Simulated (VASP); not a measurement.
Write the native input for VASP 6.6.1 that does the following.

| Item | Value |
| --- | --- |
| Task | relaxation of cell and atoms |
| Functional | PW91 |
| Potentials or basis | VASP PAW PBE potentials, release 64 (N, B) |
| Cutoff | 600 eV |
| k mesh | 12 × 12 × 12 |
| Occupations | fermi-dirac, width 0.05 eV |
| Spin | no spin polarisation |
| Further INCAR settings | ALGO = Fast; EDIFF = 1e-06; IBRION = 2; EDIFFG = -0.02; NSW = 40; ISIF = 3 |

The structure of BN lies in POSCAR:

```
BN
1.0
    1.2511217832      0.7223354983      3.3729344033
   -1.2511217832      0.7223354983      3.3729344033
    0.0000000000     -1.4446709966      3.3729344033
N B
1 1
Direct
    0.6672382000      0.6672382000      0.6672382000
    0.0003288000      0.0003288000      0.0003288000
```

The cell is a database's computed one.

One way to write it, as run:

INCAR

```
SYSTEM = BN
ALGO = Fast
EDIFF = 1E-6
EDIFFG = -0.02
ENCUT = 600
GGA = 91
IBRION = 2
ISIF = 3
ISMEAR = -1
LASPH = .TRUE.
LCHARG = .FALSE.
LREAL = .FALSE.
LWAVE = .FALSE.
NELM = 60
NSW = 40
PREC = Accurate
SIGMA = 0.05
```

KPOINTS

```
k-points
0
G
  12 12 12
  0 0 0
```

Potentials or basis: VASP PAW PBE potentials, release 64 (N, B).

Launch:

```sh
$ cat potpaw_PBE.64/N/POTCAR potpaw_PBE.64/B/POTCAR > POTCAR
$ mpirun -np 1 vasp_std > vasp.out
```

It gave:

```json
{
  "Relaxed volume": "10.47 Å³/atom",
  "Relaxed cell": "a = 4.104 Å, b = 4.104 Å, c = 4.104 Å, α = 35.61°, β = 35.61°, γ = 35.61°",
  "Space group after relaxing (to 0.05 Å)": "R3m (No. 160)",
  "Energy gained by relaxing": "7.3 meV/atom",
  "Ionic steps": "15",
  "Pressure after relaxing": "0.2 GPa",
  "Largest force after relaxing": "0.020 eV/Å",
  "Band gap on the k mesh": "4.49 eV, indirect (least direct gap 4.67 eV)"
}
```

Caveat: the PAW data sets were made with another functional, which shifts forces and pressure a little.

Run time: 5.3 min on 1 thread of Intel(R) Xeon(R) Platinum 8488C (Sapphire Rapids), on a shared host, peak memory 0.2 GiB.
